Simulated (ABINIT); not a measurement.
The system is Te.

```
CELL_PARAMETERS angstrom
4.45400 0.00000 0.00000
-2.22700 3.85728 0.00000
0.00000 0.00000 5.92400
ATOMIC_POSITIONS crystal
Te 0.73100 0.73100 0.00000
Te 0.00000 0.26900 0.66667
Te 0.26900 0.00000 0.33333
```

- Program: ABINIT 10.8.3 (patched build)
- Task: relaxation of cell and atoms
- Functional: PBEsol
- Potentials or basis: JTH PAW PBE v2.0
- Cutoff: 408 eV
- k mesh: 5 × 5 × 4
- Occupations: fermi-dirac, width 0.05 eV
- Spin: no spin polarisation

At the start: pressure -0.8 GPa; volume 33.93 Å³/atom.

Q: Where does the relaxation end?

A: Over 14 steps the energy falls by 12.1 meV/atom and the volume is 32.09 Å³/atom (-5.4 %); space group P3_121 (No. 152, to 0.05 Å).

The path:
```tsv
step	energy change (eV)	largest force (eV/Å)	pressure (GPa)	volume (Å³)
1	0.0000	0.1662	-0.81	101.78
2	-0.0021	0.1685	-0.74	101.52
3	-0.0237	0.1806	1.00	96.21
4	-0.0262	0.1591	0.66	96.83
5	-0.0314	0.0804	0.10	97.40
6	-0.0344	0.0083	-0.13	97.14
7	-0.0351	0.0171	-0.08	96.68
8	-0.0352	0.0209	-0.03	96.49
9	-0.0353	0.0221	0.01	96.33
10	-0.0356	0.0202	0.07	96.10
11	-0.0359	0.0129	0.10	95.97
12	-0.0361	0.0037	0.06	96.07
13	-0.0362	0.0003	0.01	96.22
14	-0.0362	0.0002	0.00	96.27
```

Final structure:
```
Te
1.0
     4.32117    0.00000    0.00000
    -2.16059    3.74224    0.00000
     0.00000    0.00000    5.95319
Te
3
Direct
  0.71539 0.71539 0.00000
  0.00000 0.28461 0.66667
  0.28461 0.00000 0.33333
```

Caveat: the PAW data sets were made with another functional, which shifts forces and pressure a little.
